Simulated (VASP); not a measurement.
Wanted: the native input for a VASP 6.6.1 run.

- Task: electron localisation function
- Functional: PBE
- Potentials or basis: VASP PAW PBE potentials, release 64 (Ba_sv, Ti_sv, O)
- Cutoff: 520 eV
- k mesh: 7 × 7 × 7
- Occupations: gaussian, width 0.02 eV
- Spin: no spin polarisation
- Further INCAR settings: ALGO = Normal; EDIFF = 1e-06

The structure of BaTiO3 lies in POSCAR:

```
BaTiO3
1.0
    3.9998000000      0.0000000000      0.0000000000
    0.0000000000      3.9998000000      0.0000000000
    0.0000000000      0.0000000000      4.0180000000
Ba Ti O
1 1 3
Direct
    0.0000000000      0.0000000000      0.0000000000
    0.5000000000      0.5000000000      0.4900000000
    0.0000000000      0.5000000000      0.5170000000
    0.5000000000      0.0000000000      0.5170000000
    0.5000000000      0.5000000000      0.0190000000
```

These files were run (other wordings do the same):

INCAR

```
PREC = Accurate
ENCUT = 520
EDIFF = 1E-6
ISMEAR = 0
SIGMA = 0.02
LREAL = False
LASPH = True
NELM = 80
ALGO = Normal
ISIF = 2
LWAVE = False
LCHARG = True
GGA = PE
LELF = True
```

KPOINTS

```
regular mesh
0
Gamma
  7 7 7
```

Potentials or basis: VASP PAW PBE potentials, release 64 (Ba_sv, Ti_sv, O).

The run is started by

```bash
$ cat potpaw_PBE.64/Ba_sv/POTCAR potpaw_PBE.64/Ti_sv/POTCAR potpaw_PBE.64/O/POTCAR > POTCAR
$ mpirun -np 1 vasp_std > vasp.out
```

Results of the run:

* Pressure: 4.2 GPa
* Largest force: 0.274 eV/Å
* Band gap on the k mesh: 1.87 eV, indirect (least direct gap 2.06 eV)

Caveat: spin-orbit coupling is left out, which moves the levels of the heavy elements; an odd mesh through Γ misses points on the zone boundary, where band edges often lie.

Run time: 65 s on 1 thread of Intel(R) Xeon(R) Platinum 8488C (Sapphire Rapids) (shared host), peak memory 0.2 GiB.
